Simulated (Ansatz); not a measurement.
# CaSe: the cost of one run

Method: reference: DFT, HSE06, plane waves, PAW, in Ansatz 0.2.0.

3 further runs of the same task are left out: 3 that didn't finish.

**1. Starting point**

It takes space group Fm-3m (No. 225, cubic). The conventional cell has a = 5.935 Å, b = 5.935 Å, c = 5.935 Å, α = 90.00°, β = 90.00°, γ = 90.00°. Ca (site symmetry m-3m) is surrounded by 6 Se at 2.97 Å. Around Se (site symmetry m-3m) lie 6 Ca at 2.97 Å.

Structure file:

```xyz
2
Lattice="0.0000 2.9675 2.9675 2.9675 0.0000 2.9675 2.9675 2.9675 0.0000" Properties=species:S:1:pos:R:3 pbc="T T T"
Ca    0.0000    0.0000    0.0000
Se    2.9675    2.9675    2.9675
```

**2. Reference**

File input.yaml:

```yaml
crystal:
  lattice:
    - [0.0, 2.9675351129, 2.9675351129]
    - [2.9675351129, 0.0, 2.9675351129]
    - [2.9675351129, 2.9675351129, 0.0]
  atoms:
    - { symbol: Ca, position: [0.0, 0.0, 0.0] }
    - { symbol: Se, position: [0.5, 0.5, 0.5] }
kpoints:
  mp_grid: { grid: [4, 4, 4] }
hamiltonian:
  xc: hse06
scf:
  occupations: { method: fixed }
  n_extra_bands: 4
output:
  forces: true
  stress: true
  eigenvalues: true
```

Launch:

```
ansatz run input.yaml --threads 4 --pin off --max-ram 3686MiB --backend cpu --events-out ev --progress --plain --runs-dir out
```

What time and memory should one allow on 4 threads of Intel Xeon 6975P-C (Granite Rapids), shared host?

About 3.9 s, with a peak of 0.72 GiB.
